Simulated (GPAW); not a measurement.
Set up this calculation in GPAW 26.7.0, as an ASE script.

```yaml
Task: relaxation of cell and atoms
Functional: PBEsol
Dispersion: D3(BJ)+ATM
Potentials_or_basis: PAW data sets generated in the run's folder for this functional
Cutoff: 600 eV
Basis: pw
k_mesh: 10 × 10 × 10
Occupations: fermi-dirac, width 0.05 eV
Spin: no spin polarisation
Maxiter: 150
Optimizer: BFGS
Fmax: 0.02 eV/Å
Max_steps: 60
Convergence: density=1e-05 forces=0.0001
```

Sb:

```xyz
1
Lattice="-1.8713 1.8713 1.8713 1.8713 -1.8713 1.8713 1.8713 1.8713 -1.8713" Properties=species:S:1:pos:R:3 pbc="T T T"
Sb    0.0000    0.0000    0.0000
```

This isn't the form of Sb at room conditions, which is rhombohedral.

These files were run (other wordings do the same):

run.py

```python
from ase import Atoms
from ase.calculators.mixing import SumCalculator
from ase.filters import FrechetCellFilter
from ase.io import write
from ase.optimize import BFGS
from dftd3.ase import DFTD3
from gpaw import GPAW, PW, setup_paths

setup_paths.insert(0, '.')

atoms = Atoms(['Sb'],
              cell=[[-1.8713408863, 1.8713408863, 1.8713408863],
                    [1.8713408863, -1.8713408863, 1.8713408863],
                    [1.8713408863, 1.8713408863, -1.8713408863]],
              scaled_positions=[[0.0, 0.0, 0.0]],
              pbc=True)

calc = GPAW(mode=PW(600),
            xc='PBEsol',
            kpts={'size': (10, 10, 10), 'gamma': True},
            occupations={'name': 'fermi-dirac', 'width': 0.05},
            nbands=15,
            convergence={'density': 1e-05, 'forces': 0.0001},
            maxiter=150,
            txt='gpaw.txt')
atoms.calc = SumCalculator([calc, DFTD3(damping='d3bj', params_tweaks=dict(method='pbesol', atm=True))])
opt = BFGS(FrechetCellFilter(atoms), trajectory='relax.traj', logfile='-')
done = opt.run(fmax=0.02, steps=60)
calc.write('gs.gpw')
write('result.traj', atoms)
print('Converged:', done)
print('Cell:', atoms.cell.cellpar().round(4))
print('Volume:', round(atoms.get_volume(), 4))
print(atoms.get_scaled_positions().round(5))
```

Potentials or basis: PAW data sets generated in the run's folder for this functional, pw.

Launch:

```console
$ gpaw-setup -f PBEsol Sb
$ OMP_NUM_THREADS=1 python run.py
```

It gave:

```yaml
Relaxed_volume: 24.90 Å³/atom
Relaxed_cell: a = 3.186 Å, b = 3.186 Å, c = 3.186 Å, α = 109.47°, β = 109.47°, γ = 109.47°
Space_group_after_relaxing_to_0.05_Å: Im-3m (No. 229)
Energy_gained_by_relaxing: 13.6 meV/atom
Ionic_steps: 3
Pressure_after_relaxing: 0.1 GPa
Band_gap_on_the_k_mesh: none (metal or under the smearing width)
Dispersion_energy_per_atom: -0.517 eV
```

Caveat: later steps reuse the first step's grids; pairwise dispersion overbinds metals, which lowers pressure and volume.

Wall time 36 s on 1 thread of Arm Neoverse V1 (shared host), peak memory 0.16 GiB.
